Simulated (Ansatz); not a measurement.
Space group I-42d (No. 122). a = 6.048 Å, b = 6.048 Å, c = 11.484 Å, α = 90.00°, β = 90.00°, γ = 90.00°
```
atom site symmetry x y z
  Cd    4b      -4..  0.5000  0.0000  0.2500
  Ge    4a      -4..  0.0000  0.0000  0.0000
  As    8d       .2.  0.2233  0.7500  0.1250
```

Equation of state of this CdGeAs2 structure (not necessarily the ground state), with shape and atoms relaxed at each volume where symmetry leaves them free. Method: DFT PBE, scalar-relativistic, plane waves, PAW in Ansatz 0.2.0.

Cutoff 420 eV; k points 8×8×8 on the computed 8-atom cell (Γ-centred); Gaussian smearing, width 0.01 eV; no spin polarisation.

```tsv
V (Å³/atom)	E − E(largest V) (meV/atom)	P (GPa)	gap on mesh (eV)
24.681	3.59	3.76	0.14
25.469	-9.73	1.72	0.13
26.257	-13.85	0.00	0.12
27.045	-10.20	-1.44	0.11
27.832	0.00	-2.67	0.11
```

Fit a third-order Birch–Murnaghan equation to E(V).

V0 = 26.26 Å³/atom, B0 = 52 GPa, B0' = 4.7.